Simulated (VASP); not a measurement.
# Sb: electric field gradients, by potentials

Sb, R-3m (no. 166), 2 atoms in the cell.

| Potentials | Vzz of the first element (V/Å²) | Time (s) |
|---|---|---|
| Sb | -44.61 | 7.2 |
| Sb_d_GW | -47.24 | 18 |

## Input of the first row

INCAR:
```
ALGO = Normal
EDIFF = 1E-7
ENCUT = 400
GGA = PE
ISMEAR = 0
KPAR = 2
LASPH = T
LCHARG = F
LEFG = T
LREAL = F
LWAVE = F
NELM = 120
PREC = Accurate
QUAD_EFG = -543
SIGMA = 0.02
```

KPOINTS:
```
k-points
0
Gamma
  7 7 7
```

POSCAR:
```
Sb
1.0
    2.1542000000      1.2437279499      3.7580000000
   -2.1542000000      1.2437279499      3.7580000000
    0.0000000000     -2.4874558998      3.7580000000
Sb
2
Direct
    0.7665100000      0.7665100000      0.7665100000
    0.2334900000      0.2334900000      0.2334900000
```

Commands:
```
cat potpaw_PBE.64/Sb/POTCAR > POTCAR
mpirun -np 2 vasp_std > vasp.out
```

Changes of the last row against the first:
```
- cat potpaw_PBE.64/Sb/POTCAR > POTCAR
+ cat potpaw_PBE.64/Sb_d_GW/POTCAR > POTCAR
```

VASP 6.6.1 took 7.2 s on 2 cores (AMD EPYC 7R13 (Zen 3)), a shared host.
